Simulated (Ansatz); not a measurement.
Bulk crystal (HfSi) after relaxation:

```
Hf Si
1.0
     6.86284    0.00000    0.00000
     0.00000    3.77516    0.00000
     0.00000    0.00000    5.22504
Hf Si
4 4
Direct
  0.17561 0.25000 0.12613
  0.32439 0.75000 0.62613
  0.67561 0.25000 0.37387
  0.82439 0.75000 0.87387
  0.04286 0.25000 0.63906
  0.45714 0.75000 0.13906
  0.54286 0.25000 0.86094
  0.95714 0.75000 0.36094
```

Miller indices refer to the conventional cell of Pnma (No. 62), a = 6.863 Å, b = 3.775 Å, c = 5.225 Å, α = 90.00°, β = 90.00°, γ = 90.00°.

Consider the (100) slab of 14 planes, 10.9 Å thick with 15 Å of vacuum as cut; outer planes Si (top) and Si (bottom), all atoms relaxed.

These are results of DFT r2SCAN, scalar-relativistic, plane waves, PAW (Ansatz 0.2.0), not measurements. Cutoff 500 eV; k points 9×7×1 on the computed 14-atom cell (Γ-centred); Gaussian smearing, width 0.10 eV; no spin polarisation. The cell repeats along c with a dipole correction in the vacuum.

The slab isn't stoichiometric (Hf3Si4), so its surface energy depends on the chemical potentials; it is given with the excess atoms taken from the element's standard state, a limit at which the compound may itself be unstable, so the figure can be too low.

**Question.** Predict the surface energy with the excess atoms taken from the elements.

**Answer.** 1.79 J/m².

**Question.** Predict the work function.

**Answer.** 5.01 eV.

**Question.** The top two planes lie 0.588 Å apart in the bulk. How does relaxation change this?

**Answer.** The spacing becomes 0.388 Å (-34.1 %).

Spin-orbit coupling is left out, which matters for the bands of heavy elements.